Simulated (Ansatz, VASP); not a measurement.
**Li8HS4 (a cell with a defect) in VASP and in Ansatz**

```
CELL_PARAMETERS angstrom
5.72300 0.00000 0.00000
0.00000 5.72300 0.00000
0.00000 0.00000 5.72300
ATOMIC_POSITIONS crystal
Li 0.24233 0.24746 0.24751
Li 0.73750 0.75257 0.75262
Li 0.73750 0.75256 0.24775
Li 0.24234 0.24746 0.75285
Li 0.73750 0.24769 0.75262
Li 0.24234 0.75279 0.24751
Li 0.24234 0.75280 0.75285
Li 0.73751 0.24770 0.24775
S 0.98963 0.00013 0.00018
S 0.48987 0.50012 0.00018
S 0.48987 0.00013 0.50017
S 0.99003 0.50013 0.50018
H 0.49016 0.00010 0.00015
```

Alike in both runs: functional PBE; k mesh 2 × 2 × 2; occupations fermi-dirac, width 0.02 eV; collinear spin.

Ansatz relaxed the structure, and its values are those at the end. VASP's run is a single point on that final structure, the one shown.

|  | VASP | Ansatz |
| --- | --- | --- |
| version | VASP 6.6.1 | Ansatz 0.2.0 |
| potentials or method | VASP PAW PBE potentials, release 64 (Li_sv, S, H) | scalar-relativistic, plane waves, PAW |
| plane-wave cutoff (eV) | 520 | 420 |
| valence electrons in the cell | 49 | 49 |

Ansatz gave:

| Item | Value |
| --- | --- |
| net moment per atom (μB) | 0.06 |
| size of the moment on the site where the two differ most (μB) | 0.41 |

Question: What did VASP give for the same quantities?

Answer: net moment per atom (μB): 0.06; size of the moment on the site where the two differ most (μB): 0.21.

Site moments also hang on the region over which each program counts them.

Caveats: the k mesh is coarse (spacing up to 0.55 Å⁻¹), so the values aren't converged.
